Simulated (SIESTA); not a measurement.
Something may be wrong with this SIESTA 5.4.2 calculation of Ru.

Ru.fdf

```
SystemName                      Ru
SystemLabel                     Ru
NumberOfSpecies                 1
NumberOfAtoms                   6
%block ChemicalSpeciesLabel
  1  44 Ru
%endblock ChemicalSpeciesLabel

UseStructFile                   true

%block kgrid.MonkhorstPack
   10   0   0  0.0
    0  10   0  0.0
    0   0   1  0.0
%endblock kgrid.MonkhorstPack
XC.Functional                   GGA
XC.Authors                      PBE
PAO.BasisSize                   DZP
PAO.EnergyShift                 0.003 Ry
Mesh.Cutoff                     800 Ry
OccupationFunction              FD
ElectronicTemperature           0.05 eV
Slab.DipoleCorrection           vacuum
MaxSCFIterations                100
SCF.MustConverge                false
SCF.Mixer.Method                Pulay
SCF.Mixer.Weight                0.25
SCF.Mixer.History               8
SCF.DM.Tolerance                5.0e-05
SCF.H.Tolerance                 1.0e-03 eV
WriteForces                     true
Charge.Mulliken                 end
Charge.Hirshfeld                end
Charge.Voronoi                  end
SaveRho                         true
SaveElectrostaticPotential      true
%block PAO.Basis
  Ru 5
  n=4 0 2
    2.997 0.000
  n=5 0 2
    8.634 0.000
  n=4 1 2
    3.435 0.000
  n=5 1 1
    8.634
  n=4 2 2
    5.937 0.000
%endblock PAO.Basis
Spin                            polarized
Spin.Fix                        true
Spin.Total                      200.0
```

Contents of Ru.STRUCT_IN:

```
   2.7082189719     0.0000000000     0.0000000000
   0.0000000000     2.7082189719     0.0000000000
   0.0000000000     0.0000000000    24.5750000000
6
1  44    0.5000000000     0.5000000000     0.3051881994
1  44    0.0000000000     0.0000000000     0.3831129196
1  44    0.5000000000     0.5000000000     0.4610376399
1  44    0.0000000000     0.0000000000     0.5389623601
1  44    0.5000000000     0.5000000000     0.6168870804
1  44    0.0000000000     0.0000000000     0.6948118006
```

Potentials or basis: PseudoDojo 0.4 standard (PBE files), DZP (energy shift 0.003 Ry; two zetas on semicore shells).

Launch:

```sh
$ siesta < Ru.fdf > Ru.out 2>&1
```

Ru.out:

```text
Version         : 5.4.2

                           ***********************
                           *  WELCOME TO SIESTA  *
                           ***********************

 NOTE: Siesta V5 introduces some new defaults for basis-set generation
 NOTE: which might lead to slightly different numerical results.
 NOTE: Please see the manual for full details and compatibility measures.

[... 465 lines left out ...]

Dipole moment in unit cell =      -0.0000      -0.0000      -0.0000 D
Electric field for dipole correction =     0.000000     0.000000     0.000000 eV/Ang/e
 Fermid: Not enough states
 Fermid: ispin,qtot,sumq=           1   148.00000000000000        137.99999999998528
stopping program
Stopping Program from Node:    0
stopping program
Stopping Program from Node:    0

Program received signal SIGABRT: Process abort signal.

Backtrace for this error:
```

How did it end, and where is the flaw?

The program refused the input. The input holds a flaw that was put in on purpose: total spin that the electrons can't hold (Spin = polarized; Spin.Fix = true; Spin.Total = 200.0).
